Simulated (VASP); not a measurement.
Data:

```
Sb2Te3
1.0
    4.25117     0.00000     0.00000
   -2.12559     3.68163     0.00000
    0.00000     0.00000    32.48802
Sb Te
4 6
Cartesian
  0.00000   2.45442   9.37764
  0.00000   0.00000  13.25908
  0.00000   0.00000  19.22895
  2.12559   1.22721  23.11039
  0.00000   0.00000   7.76204
  2.12559   1.22721  11.31834
  2.12559   1.22721  17.61335
  0.00000   2.45442  14.87467
  0.00000   2.45442  21.16968
  0.00000   0.00000  24.72598
```

Method: LDA (Ceperley-Alder, Perdew-Zunger), VASP's LDA PAW potentials (set 64) (plane waves; VASP). Run with PREC = Normal, EDIFF = 1E-5, 400 eV cut-off, 12×12×1 Γ-centred mesh, Gaussian smearing of 0.050 eV, potentials Sb Te.

Q: The ions and cell shape at fixed volume are relaxed. Predict the relaxed structure.

A: 
```
Sb2Te3
1.0
    4.23291     0.00000     0.00000
   -2.11646     3.66581     0.00000
    0.00000     0.00000    32.76899
Sb Te
4 6
Direct
  0.33333   0.66667   0.28893
  0.00000   0.00000   0.40802
  0.00000   0.00000   0.59198
  0.66667   0.33333   0.71107
  0.00000   0.00000   0.23770
  0.66667   0.33333   0.34837
  0.66667   0.33333   0.53964
  0.33333   0.66667   0.46036
  0.33333   0.66667   0.65163
  0.00000   0.00000   0.76230
```

Q: How much energy does the relaxation gain?

A: The energy (σ→0) changes by -7.6 meV/atom, in 9 ionic steps.

The cell is a sheet with vacuum, built from Sb2Te3 (tetradymite).
